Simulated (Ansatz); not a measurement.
# EuO: the cost of one run

All numbers are computed with the Python package of Ansatz 0.2.0. The levels of theory stand in the script.

**1. The structure**

It takes space group Fm-3m (No. 225, cubic). The conventional cell has a = 5.144 Å, b = 5.144 Å, c = 5.144 Å, α = 90.00°, β = 90.00°, γ = 90.00°. Eu (site symmetry m-3m) is surrounded by 6 O at 2.57 Å. O (site symmetry m-3m) has 6 Eu at 2.57 Å as nearest neighbours.

No structure file is read: the coordinates are typed or built in the script.

**2. Script**

run_lattice.py reads:

```python
"""How the lattice of EuO depends on the functional."""

import ansatz as az
import numpy as np

def edges_and_angles(cell):
    cell = np.asarray(cell)
    a, b, c = np.linalg.norm(cell, axis=1)
    cosines = cell[1] @ cell[2] / (b * c), cell[0] @ cell[2] / (a * c), cell[0] @ cell[1] / (a * b)
    return (a, b, c, *np.degrees(np.arccos(cosines)))


def main() -> None:
    crystal = (
        az.Lattice.from_parameters(3.637287, 3.637287, 3.637287, alpha=60.0, beta=60.0, gamma=60.0)
        .atom("Eu", (0.0, 0.0, 0.0))
        .atom("O", (0.5, 0.5, 0.5))
        .moments(Eu=9.1)
    )

    job = crystal.calculation()
    job = job.occupations("fermi_dirac")
    job = job.spin("collinear")
    job = job.scf(tolerance=1e-08)
    job = job.kpoints(8)
    job = job.relax(cell=True)

    levels = [("rpbe", "none"), ("pbe", "d4"), ("lda", "none")]
    print("level            a       b       c    alpha   beta  gamma  V/atom  steps")
    for name, dispersion in levels:
        seen = []
        run = job.functional(name, dispersion=dispersion).session().plan()
        result = run.execute(on_event=lambda e: seen.append(e) if e["event"] == "relax_step" else None)
        cell = result.lattice.cell_ang
        label = name if dispersion == "none" else f"{name}+{dispersion}"
        print("{:13s} {:7.4f} {:7.4f} {:7.4f} {:6.2f} {:6.2f} {:6.2f}".format(label, *edges_and_angles(cell)), f"{abs(np.linalg.det(cell)) / len(result.lattice.sites):7.3f} {len(seen):5d}")


if __name__ == "__main__":
    main()
```

**3. What the engine is handed**

The package turns the script's settings into the engine's input (first run):

```yaml
crystal:
  lattice:
    a: 3.637287
    b: 3.637287
    c: 3.637287
    alpha: 60.0
    beta: 60.0
    gamma: 60.0
  atoms:
    - { symbol: Eu, position: [0.0, 0.0, 0.0] }
    - { symbol: O, position: [0.5, 0.5, 0.5] }
kpoints:
  mp_grid:
    grid: [8, 8, 8]
hamiltonian:
  xc: rpbe
  dispersion: none
magnetization:
  spin_polarized: true
  per_species:
    Eu: 9.1
scf:
  convergence:
    dr2_threshold: 1.0e-08
  occupations:
    method: fermi_dirac
relax:
  cell: {}
```

**4. Running it**

On the command line:

```sh
$ python run_lattice.py
```

Q: Estimate wall time and peak memory on 1 thread of Arm Neoverse V1, shared host.

About 52 s, with a peak of 0.42 GiB.
